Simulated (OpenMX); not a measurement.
Runs of OpenMX 3.8.5 on Ta. Symmetry: Im-3m, No. 229, cubic system. The conventional cell has a = 3.303 Å, b = 3.303 Å, c = 3.303 Å, α = 90.00°, β = 90.00°, γ = 90.00°. Around Ta (site symmetry m-3m) lie 8 Ta at 2.86 Å. 

```tsv
task	level	potentials or basis	spin	k mesh	SCF threshold	grid points, held for all volumes	max SCF cycles	mesh quality	pressure (GPa)	moment (μB)	V0 of scaled cells (Å³/atom)	B0 (GPa)
equation of state	PBE	OpenMX 2013 PBE set, Ta7.0-s3p2d2f1, fixed grid of 28 × 28 × 28 points	off	11 × 11 × 11	1e-08 Ha	28 × 28 × 28	-	not flagged	-	-	18.21	195
band structure	PBE	OpenMX 2013 PBE set, Ta7.0-s3p2d2f1, grid cutoff 400 Ry	non-collinear, zero start, SOC	7 × 7 × 7	1e-07 Ha	-	100	coarse	-	0.00	-	-
equation of state	PBE	OpenMX 2013 PBE set, Ta7.0-s3p2d2, fixed grid of 28 × 28 × 28 points	off	11 × 11 × 11	1e-08 Ha	28 × 28 × 28	-	not flagged	-	-	18.46	195
band structure	LDA	OpenMX 2013 LDA set, Ta7.0-s3p2d2f1, grid cutoff 400 Ry	off	9 × 9 × 9	1e-08 Ha	-	100	not flagged	(a)	-	-	-
band structure	LDA	OpenMX 2013 LDA set, Ta7.0-s3p2d2f1, grid cutoff 400 Ry	off	11 × 11 × 11	1e-08 Ha	-	100	not flagged	-10.5	-	-	-
equation of state	LDA	OpenMX 2013 LDA set, Ta7.0-s3p2d2f1, fixed grid of 28 × 28 × 28 points	off	11 × 11 × 11	1e-08 Ha	28 × 28 × 28	-	not flagged	-	-	(b)	233
band structure	PBE	OpenMX 2013 PBE set, Ta7.0-s3p2d2f1, grid cutoff 400 Ry	non-collinear, zero start, SOC	9 × 9 × 9	1e-07 Ha	-	100	not flagged	-	0.00	-	-
equation of state	PBE	OpenMX 2013 PBE set, Ta7.0-s3p2d2f1, fixed grid of 27 × 27 × 27 points	off	11 × 11 × 11	1e-08 Ha	27 × 27 × 27	-	not flagged	-	-	(c)	196
band structure	PBE	OpenMX 2013 PBE set, Ta7.0-s3p2d2f1, grid cutoff 400 Ry	non-collinear, zero start	7 × 7 × 7	1e-07 Ha	-	100	coarse	-	0.00	-	-
```

Alike in all rows: cell as given; smearing fermi-dirac 0.05 eV.

Problem. Estimate the missing entries.

Solution. (a) -9.9; (b) 17.12; (c) 18.22.

Caveats: some runs use coarse meshes; the basis of atomic orbitals isn't converged, which shifts pressures, moduli and gaps; volumes in these bases differ from converged ones by about 1 %, for some elements by several (some runs); total energies with and without spin-orbit coupling shouldn't be compared in this program (some runs).

Not every run made on this cell is shown here.
